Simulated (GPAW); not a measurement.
Wanted: an ASE script for a GPAW 26.7.0 run.

| Quantity | Value |
| --- | --- |
| Task | dielectric tensor |
| Functional | GLLB-SC |
| Potentials or basis | the program's PAW data sets (release 1.2.1) made for this functional |
| Cutoff | 650 eV |
| Basis | pw |
| k mesh | 11 × 11 × 11 |
| Occupations | fermi-dirac, width 0.05 eV |
| Spin | no spin polarisation |
| Response ecut | 80 eV |
| Maxiter | 75 |
| Response k mesh | 33 × 33 × 33 |
| Response bands | 20 |
| Kernels | ["RPA", "LR0.3", "ALDA"] |
| Coarser k mesh | 23 × 23 × 23 |

The system is C.

```
C
1.0
     0.00000    1.73449    1.73449
     1.73449    0.00000    1.73449
     1.73449    1.73449    0.00000
C
2
Direct
  0.25000 0.25000 0.25000
  0.00000 0.00000 0.00000
```

This isn't the form of C at room conditions, which is graphite.

The cell isn't the ideal one: volume scaled by 0.92.

These files were run (other wordings do the same):

run.py

```python
import numpy as np
from ase.dft.bandgap import bandgap
from ase.io import write
from ase.spacegroup import crystal
from gpaw import GPAW, PW
from gpaw.response.df import DielectricFunction

# C 8a
atoms = crystal(['C'],
                basis=[[0.25, 0.25, 0.25]],
                spacegroup=227, setting=1,  # Fd-3m
                cellpar=[3.46897147, 3.46897147, 3.46897147, 90.0, 90.0, 90.0],
                primitive_cell=True)

calc = GPAW(mode=PW(650),
            xc='GLLBSC',
            kpts={'size': (11, 11, 11), 'gamma': True},
            occupations={'name': 'fermi-dirac', 'width': 0.05},
            nbands=11,
            convergence={'density': 1e-06},
            maxiter=75,
            txt='gpaw.txt')
atoms.calc = calc
energy = atoms.get_potential_energy()
calc.write('gs.gpw')
write('result.traj', atoms)
print('Fermi level:', round(calc.get_fermi_level(), 4), 'eV')
print(f'Gap: {bandgap(calc)[0]:.4f} eV, direct: {bandgap(calc, direct=True)[0]:.4f} eV')

for size in [(23, 23, 23), (33, 33, 33)]:
    name = 'x'.join(str(n) for n in size)
    dense = calc.fixed_density(kpts={'size': size, 'gamma': True},
                               nbands=26, convergence={'bands': 20},
                               update_fermi_level=True, txt=f'dense-{name}.txt')
    dense.write(f'{name}.gpw', mode='all')
    df = DielectricFunction(f'{name}.gpw', frequencies=np.array([0.0]), hilbert=False, eta=0.001,
                            ecut=80, nbands=20, intraband=False, txt=f'df-{name}.txt')
    for xc in ['RPA', 'LR0.3', 'ALDA']:
        for direction in ['x', 'y', 'z', [0, 1, 1], [1, 0, 1], [1, 1, 0]]:
            e0, e = df.get_macroscopic_dielectric_constant(xc=xc, direction=direction)
            print(f'{name} {xc} {direction}: {e0:.4f} without, {e:.4f} with local fields')
```

Potentials or basis: the program's PAW data sets (release 1.2.1) made for this functional, pw.

Launch:

```bash
$ OMP_NUM_THREADS=1 python run.py
```

It gave:

```json
{"Band gap on the k mesh, Kohn-Sham part alone": "4.35 eV, indirect (least direct gap 6.01 eV)", "Electronic dielectric tensor (diagonal)": "5.61"}
```

Caveat: a model potential gives levels but no total energy; the long-wavelength limit can be off by a per cent or two; response on these states lacks terms of the Hamiltonian; an odd mesh through Γ misses points on the zone boundary, where band edges often lie.

It took 3 min on 1 thread of Arm Neoverse V2, with other jobs on the host, peak memory 0.53 GiB.
